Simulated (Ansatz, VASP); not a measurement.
ZrC in VASP and in Ansatz

```
Zr C
1.0
     0.00000    2.36314    2.36314
     2.36314    0.00000    2.36314
     2.36314    2.36314    0.00000
Zr C
1 1
Direct
  0.00000 0.00000 0.00000
  0.50000 0.50000 0.50000
```

Alike in both runs: task single point; functional PBE; k mesh 7 × 7 × 7; occupations fermi-dirac, width 0.0324 eV; no spin polarisation.

|  | VASP | Ansatz |
| --- | --- | --- |
| version | VASP 6.6.1 | Ansatz 0.2.0 |
| potentials or method | VASP PAW PBE potentials, release 64 (Zr_sv, C) | PAW plane waves |
| plane-wave cutoff (eV) | 520 | 420 |
| valence electrons in the cell | 16 | 16 |

|  | VASP | Ansatz | Ansatz less VASP |
| --- | --- | --- | --- |
| gap on the k mesh at the Fermi level (eV) | none | none | - |
| pressure (GPa) | -2.2 | -2.5 | -0.24 |

A gap of «none» marks a metal or a gap that the smearing closes. The functional is the same, so the differences come from potentials, cutoffs and numerics.
